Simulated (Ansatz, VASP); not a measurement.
**CaS in VASP and in Ansatz**

```xyz
2
Lattice="0.0000 2.8524 2.8524 2.8524 0.0000 2.8524 2.8524 2.8524 0.0000" Properties=species:S:1:pos:R:3 pbc="T T T"
Ca    0.0000    0.0000    0.0000
S     2.8524    2.8524    2.8524
```

The cell comes from a database or a generator and needn't be the stable form of this composition.

Alike in both runs: task single point; functional PBE; k mesh 6 × 6 × 6; occupations gaussian, width 0.1 eV; no spin polarisation.

|  | VASP | Ansatz |
| --- | --- | --- |
| version | VASP 6.6.1 | Ansatz 0.2.0 |
| potentials or method | VASP PAW PBE potentials, release 64 (Ca_sv, S) | scalar-relativistic, plane waves, PAW |
| plane-wave cutoff (eV) | 520 | 420 |
| valence electrons in the cell | 16 | 16 |

|  | VASP | Ansatz | Ansatz less VASP |
| --- | --- | --- | --- |
| gap on the k mesh at the Fermi level (eV) | 2.37 | 2.37 | +0.005 |
| least direct gap on the mesh (eV) | 3.17 | 3.18 | +0.005 |
| pressure (GPa) | 0.4 | 0.2 | -0.15 |

The functional is the same, so the differences come from potentials, cutoffs and numerics.

A k mesh can miss the band edges.
